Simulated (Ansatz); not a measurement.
NaF in the NiAs-type structure (r2SCAN geometry), in Ansatz:

```
Na F
1.0
     3.17755    0.00000    0.00000
    -1.58878    2.75184    0.00000
     0.00000    0.00000    5.56763
Na F
2 2
Direct
  0.00000 0.00000 0.00000
  0.00000 0.00000 0.50000
  0.33333 0.66667 0.25000
  0.66667 0.33333 0.75000
```

G0W0@PBE with 183 empty bands, a screening cutoff of 140 eV and a 6×6×2 mesh (PAW, contour deformation) gives 10.478 eV over the mesh points, from a PBE gap of 6.356 eV; it sums over 199 bands with 173 plane waves in the screening and a wave cutoff of 420 eV. The G0W0 figures hold for the stated bands, cutoff and mesh and aren't extrapolated. Note: simulated data, non-magnetic, for a generated structure that need not be the stable one.

Task: Another run gave a Kohn-Sham gap of 6.356 eV and a G0W0 gap of 10.638 eV, summing over 352 bands with 337 plane waves in the screening and a wave cutoff of 420 eV. What was changed?

Result: Empty bands 336, screening cutoff 210 eV. The counts of bands and plane waves show that both rose or fell; the cutoff follows only within a few eV.

Task: Estimate the gap with starting point HSE06.

Result: 11.514 eV (+1.036 eV), from a Kohn-Sham gap of 8.533 eV.

Task: Another run gave a Kohn-Sham gap of 6.356 eV and a G0W0 gap of 10.404 eV, summing over 95 bands with 87 plane waves in the screening and a wave cutoff of 420 eV. What was changed?

Result: Empty bands 79, screening cutoff 80 eV. The counts of bands and plane waves show that both rose or fell; the cutoff follows only within a few eV.
